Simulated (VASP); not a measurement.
# InP (F-43m) in VASP: further runs

InP is run at these levels: PBE; tasks: single point, relaxation of cell and atoms.

All numbers are computed with VASP 6.6.1; they aren't measurements. Logs are shortened: lines on timing, memory, paths and dates and some standing lists are left out, and cuts for length are marked.

**What was measured.**

From a printed reference work, data compilation, for a bulk crystal of InP at 1.6 K: band gap 1.4236 eV (direct).

How close the calculation comes is told below.

**1. The cell of the first run**

Symmetry: F-43m, No. 216, cubic system. Conventional cell: a = 5.861 Å, b = 5.861 Å, c = 5.861 Å, α = 90.00°, β = 90.00°, γ = 90.00°. In (site symmetry -43m) has 4 P at 2.54 Å within 3.3 Å. P (site symmetry -43m) has 4 In at 2.54 Å within 3.3 Å.

**2. Single point, PBE**

INCAR

```
PREC = Accurate
ENCUT = 520
EDIFF = 1E-7
ISMEAR = 0
SIGMA = 0.1
LREAL = F
LASPH = T
NELM = 60
ALGO = Normal
ISIF = 2
LWAVE = F
LCHARG = F
GGA = PE
NBANDS = 16
```

KPOINTS

```
regular mesh
0
Gamma
  6 6 6
```

POSCAR

```
InP
1.0
    0.0000000000      2.9305000300      2.9305000300
    2.9305000300      0.0000000000      2.9305000300
    2.9305000300      2.9305000300      0.0000000000
In P
1 1
Direct
    0.0000000000      0.0000000000      0.0000000000
    0.2500000000      0.2500000000      0.2500000000
```

Potentials or basis: VASP PAW PBE potentials, release 64 (In_d, P).

Launch:

```
$ cat potpaw_PBE.64/In_d/POTCAR potpaw_PBE.64/P/POTCAR > POTCAR
$ mpirun -np 1 vasp_std > vasp.out
```

OUTCAR:

```text
PREC = Accurate
   ENCUT = 520
   EDIFF = 1E-7
   ISMEAR = 0
   LREAL = F
   LASPH = T
   NELM = 60
   ISIF = 2
   GGA = PE

 ion  position               nearest neighbor table
   1  0.000  0.000  0.000-   2 2.54   2 2.54   2 2.54   2 2.54
   2  0.250  0.250  0.250-   1 2.54   1 2.54   1 2.54   1 2.54

  LATTYP: Found a face centered cubic cell.
 ALAT       =     5.8610000600

  Lattice vectors:

 A1 = (   0.0000000000,   2.9305000300,   2.9305000300)
 A2 = (   2.9305000300,   0.0000000000,   2.9305000300)
 A3 = (   2.9305000300,   2.9305000300,   0.0000000000)

Analysis of symmetry for initial positions (statically):
=====================================================================
 Subroutine PRICEL returns:
 Original cell was already a primitive cell.

 Routine SETGRP: Setting up the symmetry group for a
 face centered cubic supercell.

 Subroutine GETGRP returns: Found 24 space group operations
 (whereof 24 operations were pure point group operations)
 out of a pool of 48 trial point group operations.

The static configuration has the point symmetry T_d .

Analysis of symmetry for dynamics (positions and initial velocities):
=====================================================================
 Subroutine PRICEL returns:
 Original cell was already a primitive cell.

 Routine SETGRP: Setting up the symmetry group for a
 face centered cubic supercell.

 Subroutine GETGRP returns: Found 24 space group operations
 (whereof 24 operations were pure point group operations)
 out of a pool of 48 trial point group operations.

The dynamic configuration has the point symmetry T_d .

 Subroutine INISYM returns: Found 24 space group operations
 (whereof 24 operations are pure point group operations),
 and found     1 'primitive' translations

----------------------------------------------------------------------------------------

                                     Primitive cell

  volume of cell :      50.3333

  direct lattice vectors                    reciprocal lattice vectors
     0.000000000  2.930500030  2.930500030    -0.170619346  0.170619346  0.170619346
     2.930500030  0.000000000  2.930500030     0.170619346 -0.170619346  0.170619346
     2.930500030  2.930500030  0.000000000     0.170619346  0.170619346 -0.170619346

  length of vectors
     4.144352887  4.144352887  4.144352887     0.295521377  0.295521377  0.295521377

  position of ions in fractional coordinates (direct lattice)
     0.000000000  0.000000000  0.000000000
     0.250000000  0.250000000  0.250000000

  ion indices of the primitive-cell ions
   primitive index   ion index
                 1           1
                 2           2

----------------------------------------------------------------------------------------

 KPOINTS: regular mesh

Automatic generation of k-mesh.
 Grid dimensions read from file:
 generate k-points for:    6    6    6

 Generating k-lattice:

  Cartesian coordinates                     Fractional coordinates (reciprocal lattice)
    -0.028436558  0.028436558  0.028436558     0.166666667  0.000000000  0.000000000
     0.028436558 -0.028436558  0.028436558     0.000000000  0.166666667  0.000000000
     0.028436558  0.028436558 -0.028436558     0.000000000  0.000000000  0.166666667

  Length of vectors
     0.049253563  0.049253563  0.049253563

  Shift w.r.t. Gamma in fractional coordinates (k-lattice)
     0.000000000  0.000000000  0.000000000

 Subroutine IBZKPT returns following result:
 ===========================================

 Found     16 irreducible k-points:

 Following reciprocal coordinates:
            Coordinates               Weight
  0.000000  0.000000  0.000000      1.000000
  0.166667  0.000000  0.000000      8.000000
  0.333333  0.000000  0.000000      8.000000
  0.500000  0.000000  0.000000      4.000000
  0.166667  0.166667  0.000000      6.000000
  0.333333  0.166667  0.000000     24.000000
[... 8 lines left out ...]
 -0.333333  0.333333  0.166667     24.000000
 -0.333333  0.500000  0.166667     12.000000
   k-points           NKPTS =     16   k-points in BZ     NKDIM =     16   number of bands    NBANDS=     16
   number of dos      NEDOS =    301   number of ions     NIONS =      2
   total plane-waves  NPLWV =  32768
   dimension x,y,z NGX =    32 NGY =   32 NGZ =   32
   dimension x,y,z NGXF=    64 NGYF=   64 NGZF=   64
   ions per type =               1   1
   NGX,Y,Z   is equivalent  to a cutoff of  12.84, 12.84, 12.84 a.u.
   NGXF,Y,Z  is equivalent  to a cutoff of  25.67, 25.67, 25.67 a.u.
 SYSTEM =  unknown system
   PREC   = accura    normal or accurate (medium, high low for compatibility)
   ISTART =      0    job   : 0-new  1-cont  2-samecut
   ICHARG =      2    charge: 1-file 2-atom 10-const
   ISPIN  =      1    spin polarized calculation?
   LNONCOLLINEAR =      F non collinear calculations
   LSORBIT =      F    spin-orbit coupling
   LASPH  =      T    aspherical Exc in radial PAW
   ENCUT  =  520.0 eV  38.22 Ry    6.18 a.u.   7.71  7.71  7.71*2*pi/ulx,y,z
   NELM   =     60;   NELMIN=  2; NELMDL= -5     # of ELM steps
   EDIFF  = 0.1E-06   stopping-criterion for ELM
   LREAL  =      F    real-space projection
   EDIFFG = 0.1E-05   stopping-criterion for IOM
   NSW    =      0    number of steps for IOM
   IBRION =     -1    ionic relax: 0-MD 1-quasi-New 2-CG
   NFREE  =      0    steps in history (QN), initial steepest desc. (CG)
   ISIF   =      2    stress and relaxation
   ISYM   =      2    0-nonsym 1-usesym 2-fastsym
   POTIM  = 0.5000    time-step for ionic-motion
   TEBEG  =    0.0;   TEEND  =   0.0 temperature during run
   PSTRESS=    0.0 pullay stress
   NELECT =      18.0000    total number of electrons
   NUPDOWN=      -1.0000    fix difference up-down
   EMIN   =  10.00;   EMAX   =-10.00  energy-range for DOS
   EFERMI =   0.00;   METHOD = LEGACY
   ISMEAR =     0;   SIGMA  =   0.10  broadening in eV -4-tet -1-fermi 0-gaus
   EFERMI_NEDOS =   21; number of points for ismear=-14 and -15
   IALGO  =     38    algorithm
   IMIX   =      4    mixing-type and parameters
     AMIX     =   0.40;   BMIX     =  1.00
     AMIX_MAG =   1.60;   BMIX_MAG =  1.00
  volume/ion in A,a.u.               =      25.17       169.83
  Fermi-wavevector in a.u.,A,eV,Ry     =   1.162021  2.195901 18.371846  1.350293
  Thomas-Fermi vector in A             =   2.298587
   LORBIT       =      0    0 simple, 1 ext, 2 COOP (PROOUT), +10 PAW based schemes
   GGA     = PE    functional components
   LHFCALC =     F    Hartree Fock is set to
   AEXX    =    0.0000 exact exchange contribution
   IVDW    =     0    specifies the selected vdW correction
   LEPSILON=     F    determine dielectric tensor
   LRPA    =     F    only Hartree local field effects (RPA)
 non-spin polarized calculation
 Gauss-broadening in eV      SIGMA  =   0.10
  energy-cutoff  :      520.00
  volume of cell :       50.33
 maximum number of plane-waves:      1380
   NGX = 15   NGY = 15   NGZ = 15

 number of electron      18.0000005 magnetization

 Free energy of the ion-electron system (eV)
  ---------------------------------------------------
  ext. energy  EPLUGINS =         0.00000000
  ---------------------------------------------------
  free energy    TOTEN  =        -8.37009078 eV

  energy without entropy =       -8.37009077  energy(sigma->0) =       -8.37009077

 E-fermi :   5.5581     XC(G=0):  -9.2800

 val. band max:        5.1955551979   @ k =   0.0000   0.0000   0.0000
 cond. band min:       5.9056028918   @ k =   0.0000   0.0000   0.0000
 fundamental gap:      0.7100476938
 Fermi energy:         5.5581042284

 k-point     1 :       0.0000    0.0000    0.0000
  band No.  band energies     occupation
      1      -8.9978      2.00000
      2      -8.9978      2.00000
      3      -8.9978      2.00000
      4      -8.8460      2.00000
      5      -8.8460      2.00000
      6      -6.3225      2.00000
[... 8 lines left out ...]
     15      14.6413      0.00000
     16      14.6413      0.00000

 k-point     2 :       0.1667    0.0000    0.0000
  band No.  band energies     occupation
      1      -9.0297      2.00000
      2      -8.9854      2.00000
      3      -8.9854      2.00000
      4      -8.8456      2.00000
      5      -8.8456      2.00000
      6      -6.0092      2.00000
[... 8 lines left out ...]
     15      13.8123      0.00000
     16      14.6809      0.00000

 k-point     3 :       0.3333    0.0000    0.0000
  band No.  band energies     occupation
      1      -9.0888      2.00000
      2      -8.9656      2.00000
      3      -8.9656      2.00000
      4      -8.8391      2.00000
      5      -8.8391      2.00000
      6      -5.2005      2.00000
[... 8 lines left out ...]
     15      14.2930      0.00000
     16      14.2930      0.00000

 k-point     4 :       0.5000    0.0000    0.0000
  band No.  band energies     occupation
      1      -9.1166      2.00000
      2      -8.9590      2.00000
      3      -8.9590      2.00000
      4      -8.8324      2.00000
      5      -8.8324      2.00000
      6      -4.5975      2.00000
[... 8 lines left out ...]
     15      15.8362      0.00000
     16      15.8362      0.00000
[... 172 lines left out ...]
 k-point    14 :       0.5000    0.3333    0.1667
  band No.  band energies     occupation
      1      -9.1298      2.00000
      2      -8.9434      2.00000
      3      -8.9249      2.00000
      4      -8.8655      2.00000
      5      -8.8277      2.00000
      6      -4.5706      2.00000
[... 8 lines left out ...]
     15      16.3102      0.00000
     16      16.9331      0.00000

 k-point    15 :      -0.3333    0.3333    0.1667
  band No.  band energies     occupation
      1      -9.1395      2.00000
      2      -8.9439      2.00000
      3      -8.9141      2.00000
      4      -8.8599      2.00000
      5      -8.8326      2.00000
      6      -4.0889      2.00000
[... 8 lines left out ...]
     15      16.2982      0.00000
     16      16.7651      0.00000

 k-point    16 :      -0.3333    0.5000    0.1667
  band No.  band energies     occupation
      1      -9.1588      2.00000
      2      -8.9255      2.00000
      3      -8.9013      2.00000
      4      -8.8743      2.00000
      5      -8.8241      2.00000
      6      -3.8840      2.00000
[... 8 lines left out ...]
     15      16.4509      0.00000
     16      17.1512      0.00000

------------------------ aborting loop because EDIFF is reached ----------------------------------------

  FORCE on cell =-STRESS in cart. coord.  units (eV):
  Direction    XX          YY          ZZ          XY          YZ          ZX
  --------------------------------------------------------------------------------------
  -------------------------------------------------------------------------------------
  Total        1.0317957      1.0317957      1.0317957     -0.0000000      0.0000000     -0.0000000
  in kB       32.8434757     32.8434757     32.8434757     -0.0000000      0.0000000     -0.0000000
  external PRESSURE =      32.8434757 kB  Pullay stress =       0.0000000 kB

 VOLUME and BASIS-vectors are now :
 -----------------------------------------------------------------------------
  energy-cutoff  :      520.00
  volume of cell :       50.33
      direct lattice vectors                 reciprocal lattice vectors
     0.000000000  2.930500030  2.930500030    -0.170619346  0.170619346  0.170619346
     2.930500030  0.000000000  2.930500030     0.170619346 -0.170619346  0.170619346
     2.930500030  2.930500030  0.000000000     0.170619346  0.170619346 -0.170619346

 POSITION                                       TOTAL-FORCE (eV/Angst)
 -----------------------------------------------------------------------------------
      0.00000      0.00000      0.00000        -0.000000     -0.000000     -0.000000
      1.46525      1.46525      1.46525         0.000000      0.000000      0.000000
 -----------------------------------------------------------------------------------
    total drift:                               -0.000000     -0.000000     -0.000000

  FREE ENERGIE OF THE ION-ELECTRON SYSTEM (eV)
  ---------------------------------------------------
  free  energy   TOTEN  =        -8.3700907761 eV

  energy  without entropy=       -8.3700907731  energy(sigma->0) =       -8.37009077
```

Run time: 11 s. Hardware: 1 thread of Intel Xeon 6975P-C, shared host; peak memory 0.17 GiB.

What came out:

```
Free energy            : -8.3701 eV
Pressure               : 3.3 GPa
Band gap on the k mesh : 0.71 eV, direct
```

Caveat: spin-orbit coupling is left out, which moves the levels of the heavy elements. Expect the measured gap to be larger: semilocal functionals such as PBE lack the derivative discontinuity.

**3. Single point, PBE**

This run uses another cell than the first one, of 26.46 Å³/atom, 1.052 times its volume.

INCAR

```
SYSTEM = InP
  PREC = Accurate
  ENCUT = 520
  EDIFF = 1E-7
  ISMEAR = 0
  SIGMA = 0.02
  LREAL = .False.
  LASPH = .True.
  NELM = 80
  ALGO = Normal
  ISIF = 2
  LWAVE = .False.
  LCHARG = .False.
  GGA = PE
  NBANDS = 16
```

KPOINTS

```
regular mesh
0
Gamma
  8 8 8
  0 0 0
```

POSCAR

```
InP
1.0
    0.0000000000      2.9800342107      2.9800342107
    2.9800342107      0.0000000000      2.9800342107
    2.9800342107      2.9800342107      0.0000000000
In P
1 1
Direct
    0.0000000000      0.0000000000      0.0000000000
    0.2500000000      0.2500000000      0.2500000000
```

Potentials or basis: VASP PAW PBE potentials, release 64 (In_d, P).

Launch:

```
$ cat potpaw_PBE.64/In_d/POTCAR potpaw_PBE.64/P/POTCAR > POTCAR
$ mpirun -np 1 vasp_std > vasp.out
```

Wall time 19 s (1 thread of Intel Xeon 6975P-C, shared host); peak memory 0.18 GiB.

The run converged. Its results:

```yaml
Free_energy: -8.4062 eV
Pressure: -0.1 GPa
Band_gap_on_the_k_mesh: 0.44 eV, direct
```

Levels at points of the mesh, in eV from the valence-band top:
```csv
k point,band 6,band 7,band 8,band 9,band 10,band 11,band 12,band 13
"(0.00, 0.00, 0.00)",-11.18,0.00,0.00,0.00,0.44,4.09,4.09,4.09
"(0.50, 0.00, 0.00)",-9.62,-5.47,-0.90,-0.90,1.38,4.80,4.80,6.99
"(0.50, 0.50, 0.00)",-9.02,-5.54,-2.16,-2.16,1.85,2.26,8.91,9.26
```

Caveat: spin-orbit coupling is left out, which moves the levels of the heavy elements.

[end of part 1 of 2]
